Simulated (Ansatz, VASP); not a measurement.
W: VASP beside Ansatz

INCAR

```
ALGO = Normal ; EDIFF = 1E-6
ENCUT = 520 ; GGA = PE
ISIF = 2 ; ISMEAR = 0
LASPH = T ; LCHARG = F
LREAL = F ; LWAVE = F
NBANDS = 13 ; NELM = 100
PREC = Accurate ; SIGMA = 0.15
```

Contents of KPOINTS:

```
k-points
0
Gamma
  20 20 20
```

POSCAR

```
W
1.0
    0.0000000000      2.0300000000      2.0300000000
    2.0300000000      0.0000000000      2.0300000000
    2.0300000000      2.0300000000      0.0000000000
W
1
Direct
    0.0000000000      0.0000000000      0.0000000000
```

Input for Ansatz:

```yaml
crystal:
  lattice:
    - [0.0, 2.03, 2.03]
    - [2.03, 0.0, 2.03]
    - [2.03, 2.03, 0.0]
  atoms:
    - { symbol: W, position: [0.0, 0.0, 0.0] }
basis:
  ecutwfc: 420
kpoints:
  mp_grid: { grid: [20, 20, 20] }
hamiltonian:
  xc: pbe
scf:
  occupations: { method: gaussian, width: 0.15 }
output:
  forces: true
  stress: true
  eigenvalues: true
```

This isn't the form of W at room conditions, which is bcc.

Alike in both runs: task single point; functional PBE; k mesh 20 × 20 × 20; occupations gaussian, width 0.15 eV; no spin polarisation.

|  | VASP | Ansatz |
| --- | --- | --- |
| version | VASP 6.6.1 | Ansatz 0.2.0 |
| potentials or method | VASP PAW PBE potentials, release 64 (W_sv) | scalar-relativistic, plane waves, PAW |
| plane-wave cutoff (eV) | 520 | 420 |
| valence electrons in the cell | 14 | 14 |

|  | VASP | Ansatz | Ansatz less VASP |
| --- | --- | --- | --- |
| gap on the k mesh at the Fermi level (eV) | none | none | - |
| pressure (GPa) | -4.2 | -4.6 | -0.45 |

A gap of «none» marks a metal or a gap that the smearing closes.

The runs have no spin-orbit coupling, so splittings on W are missing.
